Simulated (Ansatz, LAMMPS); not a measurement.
# Amorphous SiO2 (96 atoms), relaxed: mesh and functional compared

Which bonds does the relaxation leave, and how do the Kohn-Sham gap, forces and pressure change with k-mesh and functional?

Calculated with Ansatz 0.2.0: Kohn-Sham DFT, PBE, PAW (set soft_2), plane waves; cutoff 420 eV, Γ point, fermi-dirac smearing of 0.025 eV.

**The cell**

Density at the start: 2.80 g/cm³. The cell holds 96 atoms: 32 Si and 64 O. Its edges and angles: a = 10.447 Å, b = 10.447 Å, c = 10.447 Å, α = 90.0°, β = 90.0°, γ = 90.0°. 96 atoms (32 Si, 64 O) placed at random at 2.8 g/cm³, melted at 5000 K for 10 ps at fixed volume with the Vashishta potential (Vashishta, Kalia, Rino and Ebbsjo, Phys. Rev. B 41, 12197 (1990)). Quenched from 5000 K to 300 K at 50 K/ps and fixed volume, held 5 ps, then minimised at fixed cell.

The atoms were relaxed with PBE. The walk converged after 9 steps, with a largest force component of 0.0164 eV/Å; it began at an r.m.s. force component of 0.94 eV/Å. The energy fell by 51.3 meV an atom.

The input of the reference single point:

```yaml
crystal:
  lattice:
    - [10.4471, 0.0, 0.0]
    - [0.0, 10.4471, 0.0]
    - [0.0, 0.0, 10.4471]
  atoms:
    - { symbol: Si, position: [0.79607, 0.42647, 0.59407] }
    - { symbol: Si, position: [0.73822, 0.65149, 0.90027] }
    - { symbol: Si, position: [0.3175, 0.41511, 0.17051] }
    - { symbol: Si, position: [0.43954, 0.26643, 0.96549] }
    [... 90 atom lines left out ...]
    - { symbol: O, position: [0.91271, 0.43881, 0.19799] }
    - { symbol: O, position: [0.80736, 0.1749, 0.00717] }
kpoints:
  mp_grid: { grid: [1, 1, 1] }
hamiltonian:
  xc: pbe
scf:
  occupations: { method: fermi_dirac, width: 0.025 }
output:
  forces: true
  stress: true
  populations: true
  dos:
    method: { smearing: { sigma: 0.08 } }
    de: 0.05
    projected: { site_lists: { O: [O], Si: [Si] } }
  eigenvalues: true
  write_density: true
  write_potential: true
  volumetric_format: npy
```

**Bonds after relaxation**

Bonds by pair of elements; cutoffs follow the first minimum of g(r), held within bounds set by covalent radii, and pairs that aren't listed don't count as bonded:

```tsv
pair A-B	cutoff (Å)	bonds	mean length (Å)	spread (Å)	shortest (Å)	B about A	A about B
O-Si	2.16	129	1.64	0.042	1.54	2.02	4.03
```

How many atoms have how many bonded neighbours:

```tsv
element	mean	1	2	3	4	5
O	2.02	1	61	2	0	0
Si	4.03	0	0	0	31	1
```

**Levels of theory**

Single points at the relaxed geometry:

| functional | k-mesh | Kohn-Sham gap (eV) | pressure (GPa) | r.m.s. force component (eV/Å) | SCF cycles | time |
| --- | --- | --- | --- | --- | --- | --- |
| PBE | 1×1×1 | 3.583 | 4.39 | 0.005 | 9 | 17 s |
| PBE | 2×2×2 | 3.585 | 4.41 | 0.006 | 9 | 2.6 min |
| HSE06 | 1×1×1 | 5.337 | -1.56 | 0.207 | 19 | 4.6 min |
| r2SCAN | 1×1×1 | 4.227 | -1.50 | 0.167 | 10 | 43 s |
| PBEsol | 1×1×1 | 3.506 | 1.05 | 0.050 | 10 | 18 s |

The gap is that between the highest filled and lowest empty Kohn-Sham level on the run's k-points. Cutoffs: 420 eV for PBE, HSE06 and PBEsol; 500 eV for r2SCAN. Times come from shared hosts and are rough.

**Findings**

By these cutoffs 95 % of O atoms have 2 and 97 % of Si atoms have 4 neighbours. The Kohn-Sham gap is 3.58 eV with PBE on the 1×1×1 mesh and 3.58 eV on 2×2×2. On the 1×1×1 mesh HSE06 changes the gap by +1.75 eV against PBE. Carrying that shift over to the 2×2×2 mesh gives 3.58 + 1.75 = 5.34 eV, an estimate that takes the shift to be alike at all k-points. On the reference's mesh the gap changes with r2SCAN by +0.64 eV and PBEsol by -0.08 eV. Against the reference the pressure changes with HSE06 by -5.9 GPa, r2SCAN by -5.9 GPa and PBEsol by -3.3 GPa; a negative change means a smaller volume than PBE would take. The denser mesh moves the energy by -1.1 meV/atom and the pressure by +0.02 GPa.

Limits: All single points share the geometry relaxed with PBE. The density was set when the cell was made, as one point of a scan, and needn't be that of the real material. One sample; tail or defect levels can set the gap of a disordered cell. The quench rate of 50 K/ps is many orders above laboratory rates, so the cell is likely richer in defects and strain than a real sample. The network of bonds at the start is that of the classical potential that made the cell, and needn't be the one that DFT or experiment would give. In some runs the program notes that it cut back its work space to fit the memory limit, the exchange threshold is loose for the stress and the SCF threshold is loose for the stress.

[Logs are printed without paths, hosts, clocks, repeated set-up lines and the standing remarks that a program may print on its own settings, such as how far it seeks lower states.]

[Hosts, paths, dates, database ids (printed as entryN), source tags and the programs' standing remarks are cut or masked in the printed files.]
